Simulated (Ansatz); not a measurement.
**SiS2 (Ibam): zero-pressure volume and bulk modulus with RPBE**

Aim: take the cell of SiS2 (Ibam) to zero pressure with RPBE, then fit an equation of state.

Computed with Ansatz 0.2.0 (DFT RPBE, scalar-relativistic, plane waves, PAW, unless a step's input says otherwise).

2 further runs of the same task are left out: 1 that didn't finish, 1 set aside as unsound or not needed. Runs told in other sessions of the task aren't counted.

### 1 The system as given

It takes space group Ibam (No. 72, orthorhombic). Conventional cell: a = 5.536 Å, b = 9.762 Å, c = 5.543 Å, α = 90.00°, β = 90.00°, γ = 90.00°. Si (site symmetry 222) has 4 S at 2.14 Å in its first shell of neighbours. S (site symmetry m) has 2 Si at 2.14 Å in its first shell of neighbours.

Coordinates:

```cif
data_structure
_symmetry_space_group_name_H-M 'P 1'
_symmetry_Int_Tables_number 1
_cell_length_a 6.2584
_cell_length_b 6.2584
_cell_length_c 6.2584
_cell_angle_alpha 127.501
_cell_angle_beta 77.493
_cell_angle_gamma 127.430
_cell_volume 149.78
loop_
_atom_site_label
_atom_site_type_symbol
_atom_site_fract_x
_atom_site_fract_y
_atom_site_fract_z
_atom_site_occupancy
Si1 Si 0.75000 0.75000 0.00000 1
Si2 Si 0.25000 0.25000 0.00000 1
S1 S 0.88268 0.78935 0.67203 1
S2 S 0.11732 0.21065 0.32797 1
S3 S 0.38268 0.71065 0.09334 1
S4 S 0.61732 0.28935 0.90666 1
```

At PBE, an earlier run found 1.35 GPa for this cell of 24.963 Å³/atom (6×6×6 mesh), gap on the mesh 2.78 eV.

### 2 At the given cell

input.yaml

```yaml
crystal:
  lattice:
    - [-2.7679656562, 4.8810386948, 2.7714513474]
    - [2.7679656562, -4.8810386948, 2.7714513474]
    - [2.7679656562, 4.8810386948, -2.7714513474]
  atoms:
    - { symbol: Si, position: [0.75, 0.75, 0.0] }
    - { symbol: Si, position: [0.25, 0.25, 0.0] }
    - { symbol: S, position: [0.8826845766, 0.7893462369, 0.6720308135] }
    - { symbol: S, position: [0.1173154234, 0.2106537631, 0.3279691865] }
    - { symbol: S, position: [0.3826845766, 0.7106537631, 0.0933383396] }
    - { symbol: S, position: [0.6173154234, 0.2893462369, 0.9066616604] }
basis:
  ecutwfc: 420
  ecutrho_ratio: 4
kpoints:
  mp_grid: { grid: [6, 6, 6] }
hamiltonian:
  xc: rpbe
scf:
  occupations: { method: gaussian, width: 0.05 }
output:
  forces: true
  stress: true
  eigenvalues: true
relax:
  f_tol: 0.02
  max_steps: 40
  cell: { stress_tol: 0.2, fix: [volume] }
```

Launch:

```bash
$ ansatz run input.yaml --threads 4 --pin off --max-ram 8192MiB --backend cpu --events-out ev --progress --plain --runs-dir out
```

Further steps of the session: A step to a new volume; A step to a new volume; A step to a new volume; A step to a new volume; A step to a new volume; A step to a new volume; Volume × 0.98 of the new zero; Volume × 1.02 of the new zero; Volume × 0.96 of the new zero; Volume × 1.04 of the new zero.

Q: Predict the outcome of this session. Wanted: volume nearest zero pressure; fit.

As calculated:

| quantity | value |
| --- | --- |
| volume nearest zero pressure | 41.015 Å³/atom at -0.01 GPa |
| gap on the mesh there | 3.25 eV |
| fit | no modulus quoted |
| time in all | 3 min |

The points don't follow one smooth curve, or give an unlikely pressure derivative, as when the electronic state or the structure changes between volumes; no modulus is quoted. No dispersion term is included, so distances between weakly bound layers or units are the least certain numbers.
